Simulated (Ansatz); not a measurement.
## Structures of PbO₂: which is lowest?

Plane-wave DFT in Ansatz with scalar-relativistic PAW potentials, cutoff 500 eV, Γ-centred meshes chosen by cell and gap, Gaussian smearing with energies taken to zero width. Every cell was relaxed (cell and atoms) in a run of its own, within the symmetry of its start. Functional: r2SCAN.

Relaxed structures (starts from databases or built by putting these elements on another compound's sites):
A. I4_1/amd, 6 atoms in the computed cell, a = 4.226 Å, c = 10.754 Å; sites (symmetry × multiplicity) Pb -4m2 × 4, O 2mm. × 8; start: built
B. Fm-3m, 3 atoms in the computed cell, a = 5.318 Å; sites (symmetry × multiplicity) Pb m-3m × 4, O -43m × 8; start: database
C. I-42d, 6 atoms in the computed cell, a = 6.178 Å, c = 6.662 Å; sites (symmetry × multiplicity) Pb -4.. × 4, O .2. × 8; start: built

Rank them by energy. Could pressure change the order?

```tsv
structure	group	E − E(lowest) (meV/atom)	V (Å³/atom)	gap on mesh (eV)
A	I4_1/amd	0.0	16.01	0.17
B	Fm-3m	44	12.53	0.00
C	I-42d	301	21.19	0.95
```

A is lowest, 44 meV/atom under B. B is denser by 3.47 Å³/atom, so pressure favours it: ΔE/ΔV, with ΔE in eV and 1 eV/Å³ = 160.2 GPa, gives about 2.0 GPa for equal enthalpy if both cells were rigid, a rough figure since the two compress differently. Other structures may lie lower than all of these, and vibrations aren't counted.

Spin-orbit coupling is left out, which matters for the bands of heavy elements. For Tl, Pb and Bi spin-orbit coupling shifts energies too.